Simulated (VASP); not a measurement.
# ZnS (Wurtzite): lattice, stiffness and zone-centre modes, part 2 of 2

What lattice, stiffness and vibrations does ZnS (Wurtzite) have at one level of theory? The starting structure is a measured crystal structure from the Crystallography Open Database. All runs use LDA.

VASP 6.6.1.

So far. Step 3 (Elastic constants): The elastic tensor has C11 = 137.7, C12 = 65.8, C44 = 30.4 GPa, among others; its Hill averages are a bulk modulus of 86.2 and a shear modulus of 36.6 GPa. Step 4 (Modes of the relaxed cell): The zone-centre modes at 18.642 Å³ an atom are B1 (2) 348.6, E2 (2) 298.8, E1 293.3, A1 289.0, B1 (1) 198.1, E2 (1) 69.2 cm⁻¹.

The database entry behind the starting cell has ideal inner coordinates that were not refined, so it need not match the best structure at ambient conditions.

## Step 5: Modes at 0.97 of that volume

Level of this step: LDA; plane waves and PAW (Zn, S) (VASP).

Shape and positions were first relaxed at this volume, in a run that isn't shown.

INCAR reads:

```
SYSTEM = ZnS
PREC = Accurate
ENCUT = 500
EDIFF = 1E-08
NELM = 100
ISMEAR = 0
SIGMA = 0.03
LREAL = .FALSE.
ALGO = Normal
GGA = CA
NBANDS = 24
LORBIT = 11
LWAVE = .FALSE.
LCHARG = .FALSE.
KPAR = 8
IBRION = 8
LEPSILON = .TRUE.
LPEAD = .TRUE.
ISIF = 2
```

POSCAR reads:

```
ZnS
1.0
    3.7033332312      0.0000000000      0.0000000000
   -1.8516666156      3.2071806569      0.0000000000
    0.0000000000      0.0000000000      6.0899315994
Zn S
2 2
Direct
    0.3333333333      0.6666666667      0.5007792527
    0.6666666667      0.3333333333      0.0007792527
    0.3333333333      0.6666666667      0.8742207473
    0.6666666667      0.3333333333      0.3742207473
```

KPOINTS reads:

```
Automatic mesh
0
Gamma
10 10 6
0 0 0
```

PAW data sets: Zn and S (LDA family, release 64).

Started as:

```
> mpirun -np 8 vasp_std
```

Output:

```text
[... set-up lines as in an earlier step ...]
 entering main loop
       N       E                     dE             d eps       ncg     rms          rms(c)
DAV:   1     0.234184066040E+03    0.23418E+03   -0.17094E+04  2688   0.182E+03
DAV:   2     0.413045115233E+01   -0.23005E+03   -0.22266E+03  2808   0.366E+02
DAV:   3    -0.168386997516E+02   -0.20969E+02   -0.20858E+02  3384   0.113E+02
DAV:   4    -0.172690591772E+02   -0.43036E+00   -0.43007E+00  3152   0.166E+01
[...]
DAV:  13    -0.163834817823E+02   -0.12841E-06   -0.50016E-07  3272   0.459E-03    0.300E-03
DAV:  14    -0.163834818167E+02   -0.34451E-07   -0.56024E-08  3352   0.204E-03    0.107E-03
DAV:  15    -0.163834818083E+02    0.84401E-08   -0.41320E-08  3392   0.189E-03
   1 F= -.16383482E+02 E0= -.16383482E+02  d E =-.113706E-18
 Linear response reoptimize wavefunctions to high precision
DAV:   1    -0.163834818090E+02   -0.73487E-09   -0.81772E-09  2832   0.115E-03
DAV:   2    -0.163834818091E+02   -0.11551E-09   -0.57517E-10  1816   0.159E-04
[...]
RMM:  13    -0.104362491786E+00    0.92939E-08   -0.91125E-09 17437   0.719E-06    0.535E-07
 first order change of Fermi-energy  -0.20101E-04
 force on displaced ion       3 direction 1 :  -8.129   0.000   0.000
 Born effective charge ion    3 direction 1 :  -1.806  -0.000  -0.000
 Linear response progress:
  Degree of freedom:   4/  4
       N       E                     dE             d eps       ncg     rms          rms(c)
RMM:   1    -0.128380800925E+00   -0.12838E+00    0.60224E-02  8942   0.207E+00
RMM:   2    -0.123384173282E+00    0.49966E-02   -0.76195E-03  5201   0.792E-01    0.215E-01
RMM:   3    -0.123683366911E+00   -0.29919E-03   -0.11456E-03  6030   0.202E-01    0.106E-01
RMM:   4    -0.123894051357E+00   -0.21068E-03   -0.12370E-04  5433   0.670E-02    0.349E-02
[...]
RMM:   9    -0.123911539784E+00   -0.24129E-06   -0.23143E-07  6344   0.382E-04    0.121E-04
RMM:  10    -0.123911515889E+00    0.23896E-07   -0.30059E-08  6268   0.131E-04    0.269E-05
RMM:  11    -0.123911519453E+00   -0.35640E-08   -0.67592E-08  5667   0.543E-05    0.180E-05
 first order change of Fermi-energy   0.25599E+00
 force on displaced ion       3 direction 3 :   0.000   0.000 -11.290
 Born effective charge ion    3 direction 3 :   0.000  -0.000  -1.912
 Born effective charges drift removed
 Linear response finished
```

Elapsed: 3.5 min, on 8 MPI ranks of Intel Xeon 6975P-C (Granite Rapids), shared host; peak memory 9.2 GiB.

From OUTCAR (step 5):

```text
  Total        1.2412127      1.2412127      1.2760326      0.0000000     -0.0000000      0.0000000
  in kB       27.4933819     27.4933819     28.2646577      0.0000000     -0.0000000      0.0000000
  external PRESSURE =      27.7504738 kB  Pullay stress =       0.0000000 kB

 POSITION                                       TOTAL-FORCE (eV/Angst)
 -----------------------------------------------------------------------------------
     -0.00000      2.13812      3.04971         0.000000      0.000000     -0.002007
      1.85167      1.06906      0.00475         0.000000      0.000000     -0.002007
     -0.00000      2.13812      5.32394         0.000000      0.000000      0.002007
      1.85167      1.06906      2.27898        -0.000000     -0.000000      0.002007
 -----------------------------------------------------------------------------------
    total drift:                               -0.000001     -0.000001      0.000551

 MACROSCOPIC STATIC DIELECTRIC TENSOR (including local field effects in DFT)
 ------------------------------------------------------
           6.002434    -0.000000     0.000000
          -0.000000     6.002434     0.000000
           0.000000     0.000000     6.139984
 ------------------------------------------------------

 MACROSCOPIC STATIC DIELECTRIC TENSOR IONIC CONTRIBUTION
 ------------------------------------------------------
           2.164634    -0.000000     0.000000
          -0.000000     2.164634     0.000000
           0.000000     0.000000     2.467849
 ------------------------------------------------------

[... 1 part as in an earlier step ...]

[... 1 further part left out ...]
```

The zone-centre modes at 18.083 Å³ an atom are B1 (2) 364.6, E2 (2) 315.4, E1 308.6, A1 306.1, B1 (1) 204.8, E2 (1) 66.4 cm⁻¹.

## Step 6: Modes at 1.03 of that volume

Shape and positions were first relaxed at this volume, in a run that isn't shown.

INCAR is that of step 5.

POSCAR reads:

```
ZnS
1.0
    3.7807164233      0.0000000000      0.0000000000
   -1.8903582117      3.2741964670      0.0000000000
    0.0000000000      0.0000000000      6.2046213369
Zn S
2 2
Direct
    0.3333333333      0.6666666667      0.5004140511
    0.6666666667      0.3333333333      0.0004140511
    0.3333333333      0.6666666667      0.8745859489
    0.6666666667      0.3333333333      0.3745859489
```

KPOINTS is that of step 5.

Started as:

```
> mpirun -np 8 vasp_std
```

Output:

```text
[... set-up lines as in an earlier step ...]
 entering main loop
       N       E                     dE             d eps       ncg     rms          rms(c)
DAV:   1     0.232321988449E+03    0.23232E+03   -0.16995E+04  2688   0.178E+03
DAV:   2     0.417362938735E+01   -0.22815E+03   -0.22084E+03  2832   0.361E+02
DAV:   3    -0.168130363136E+02   -0.20987E+02   -0.20874E+02  3312   0.112E+02
DAV:   4    -0.172410364235E+02   -0.42800E+00   -0.42770E+00  3192   0.165E+01
[...]
DAV:  13    -0.163862290764E+02   -0.22685E-06   -0.12618E-06  3352   0.782E-03    0.536E-03
DAV:  14    -0.163862291435E+02   -0.67052E-07   -0.77567E-08  3176   0.194E-03    0.196E-03
DAV:  15    -0.163862291383E+02    0.51532E-08   -0.15594E-08  2312   0.157E-03
   1 F= -.16386229E+02 E0= -.16386229E+02  d E =-.329422E-16
 Linear response reoptimize wavefunctions to high precision
DAV:   1    -0.163862291391E+02   -0.76670E-09   -0.80440E-09  2992   0.109E-03
DAV:   2    -0.163862291392E+02   -0.11278E-09   -0.95341E-10  1728   0.205E-04
[...]
RMM:  15    -0.104439981482E+00    0.25284E-07   -0.32051E-07 12548   0.638E-06    0.445E-08
 first order change of Fermi-energy  -0.20160E-04
 force on displaced ion       3 direction 1 :  -6.706   0.000   0.000
 Born effective charge ion    3 direction 1 :  -1.891  -0.000  -0.000
 Linear response progress:
  Degree of freedom:   4/  4
       N       E                     dE             d eps       ncg     rms          rms(c)
RMM:   1    -0.126575884454E+00   -0.12658E+00    0.56904E-02  8962   0.198E+00
RMM:   2    -0.122354108959E+00    0.42218E-02   -0.73133E-03  5218   0.730E-01    0.192E-01
RMM:   3    -0.122546162937E+00   -0.19205E-03   -0.89847E-04  6037   0.185E-01    0.929E-02
RMM:   4    -0.122733971817E+00   -0.18781E-03   -0.85905E-05  5437   0.623E-02    0.312E-02
[...]
RMM:  14    -0.122752321823E+00   -0.36313E-07    0.56553E-07  4427   0.153E-05    0.611E-07
RMM:  15    -0.122752294439E+00    0.27384E-07    0.57325E-07  3730   0.143E-05    0.163E-07
RMM:  16    -0.122752313123E+00   -0.18685E-07    0.57053E-07  3011   0.140E-05    0.753E-08
 first order change of Fermi-energy   0.22864E+00
 force on displaced ion       3 direction 3 :  -0.000  -0.000  -9.437
 Born effective charge ion    3 direction 3 :   0.000   0.000  -1.996
 Born effective charges drift removed
 Linear response finished
```

Elapsed: 3.5 min, on 8 MPI ranks; peak memory 9.7 GiB; 26 min of CPU time.

OUTCAR, selected parts (step 6):

```text
  Total       -1.1536942     -1.1536942     -1.1269408      0.0000000     -0.0000000      0.0000000
  in kB      -24.0661801    -24.0661801    -23.5081021      0.0000000     -0.0000000      0.0000000
  external PRESSURE =     -23.8801541 kB  Pullay stress =       0.0000000 kB

 POSITION                                       TOTAL-FORCE (eV/Angst)
 -----------------------------------------------------------------------------------
     -0.00000      2.18280      3.10488         0.000000      0.000000     -0.002948
      1.89036      1.09140      0.00257        -0.000000     -0.000000     -0.002948
     -0.00000      2.18280      5.42647         0.000000     -0.000000      0.002948
      1.89036      1.09140      2.32416        -0.000000      0.000000      0.002948
 -----------------------------------------------------------------------------------
    total drift:                               -0.000000     -0.000000      0.000510

 MACROSCOPIC STATIC DIELECTRIC TENSOR (including local field effects in DFT)
 ------------------------------------------------------
           6.013601    -0.000000     0.000000
          -0.000000     6.013601     0.000000
          -0.000000     0.000000     6.134201
 ------------------------------------------------------

 MACROSCOPIC STATIC DIELECTRIC TENSOR IONIC CONTRIBUTION
 ------------------------------------------------------
           2.742374    -0.000000    -0.000000
          -0.000000     2.742374    -0.000000
          -0.000000    -0.000000     3.174100
 ------------------------------------------------------

[... 1 part as in an earlier step ...]

[... 1 further part left out ...]
```

The zone-centre modes at 19.201 Å³ an atom are B1 (2) 334.1, E2 (2) 283.1, E1 278.8, A1 273.7, B1 (1) 192.7, E2 (1) 71.6 cm⁻¹.

## Step 7: All runs side by side

```csv
run,volume (Å³/atom),B1 (2),E2 (2),E1,A1,B1 (1),E2 (1),core minutes
relaxation,18.642,-,-,-,-,-,-,0.667
elastic constants,18.642,-,-,-,-,-,-,35.6
modes of the relaxed cell,18.642,348.6,298.8,293.3,289.0,198.1,69.2,27.9
modes at 0.97 of that volume,18.083,364.6,315.4,308.6,306.1,204.8,66.4,27.6
modes at 1.03 of that volume,19.201,334.1,283.1,278.8,273.7,192.7,71.6,28.3
```

Modes are in cm⁻¹, degenerate ones as one, matched by symmetry and order. A number in brackets counts the listed modes of one symmetry from the lowest. The symmetry labels come from an automatic analysis and can be wrong where levels nearly coincide. Core minutes are wall time times ranks of the run shown, on a shared host.

## Step 8: Outcome

```yaml
relaxed_volume: 18.64 Å³/atom
bulk_modulus_from_two_volumes: 86.3 GPa
hill_shear_modulus: 36.6 GPa
mode_b1_2: 348.6 cm⁻¹
mode_e2_2: 298.8 cm⁻¹
mode_e1: 293.3 cm⁻¹
mode_a1: 289.0 cm⁻¹
mode_b1_1: 198.1 cm⁻¹
mode_e2_1: 69.2 cm⁻¹
grueneisen_parameter_of_b1_2: 1.46
grueneisen_parameter_of_e2_2: 1.80
grueneisen_parameter_of_e1: 1.69
grueneisen_parameter_of_a1: 1.86
grueneisen_parameter_of_b1_1: 1.02
grueneisen_parameter_of_e2_1: -1.27
```

In words: At the LDA level ZnS (Wurtzite) relaxes to 18.64 Å³ an atom. The bulk modulus is 86.3 GPa from the pressures at two volumes and 86.2 GPa as the Hill average of the elastic tensor, so the two routes agree. The mode Grüneisen parameters, from the cells at 0.97 and 1.03 of the volume, run from -1.27 (E2 (1)) to 1.86 (A1). The dielectric constants and Born charges in the logs aren't compared here; at a small gap they can be far off, and in a run without a gap they mean nothing. The frequencies are harmonic, and the splitting of polar modes by their long-range field is left out. All values are for a static lattice. Further runs on this material are not shown.

[Lines on the potential files, build, host, timing and source positions are cut from VASP's logs without a mark.]

[Logs are printed without paths, hosts, clocks, repeated set-up lines and the standing remarks that a program may print on its own settings, such as how far it seeks lower states.]

[Hosts, paths, dates, database ids (printed as entryN), source tags and the programs' standing remarks are cut or masked in the printed files.]
